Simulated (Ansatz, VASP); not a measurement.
## One calculation of Si, two programs

```xyz
2
Lattice="-2.0209 2.0209 2.6715 2.0209 -2.0209 2.6715 2.0209 2.0209 -2.6715" Properties=species:S:1:pos:R:3 pbc="T T T"
Si    0.0000    0.0000    3.9411
Si    0.0000    0.0000    1.4018
```

Alike in both runs: task relaxation of cell and atoms; functional PBE; k mesh 6 × 6 × 6; occupations gaussian, width 0.1 eV; no spin polarisation.

|  | VASP | Ansatz |
| --- | --- | --- |
| version | VASP 6.6.1 | Ansatz 0.2.0 |
| potentials or method | VASP PAW PBE potentials, release 64 (Si) | scalar-relativistic, plane waves, PAW |
| plane-wave cutoff (eV) | 600 | 420 |
| valence electrons in the cell | 8 | 8 |

```tsv
	VASP	Ansatz	Ansatz less VASP
gap on the k mesh at the Fermi level, each at its own relaxed structure (eV)	none	none	-
relaxed volume (Å³/atom)	16.30	16.31	+0.009
relaxed cell length with the largest relative difference (Å)	3.583	3.590	+0.0074
energy change over the relaxation (meV/atom)	-354	-354	+0.5
```

A gap of «none» marks a metal or a gap that the smearing closes.

Caveats: the k mesh is coarse (spacing up to 0.37 Å⁻¹), so the values aren't converged; the volume moved by over 15 % at a fixed basis, so the end points are rough (VASP).
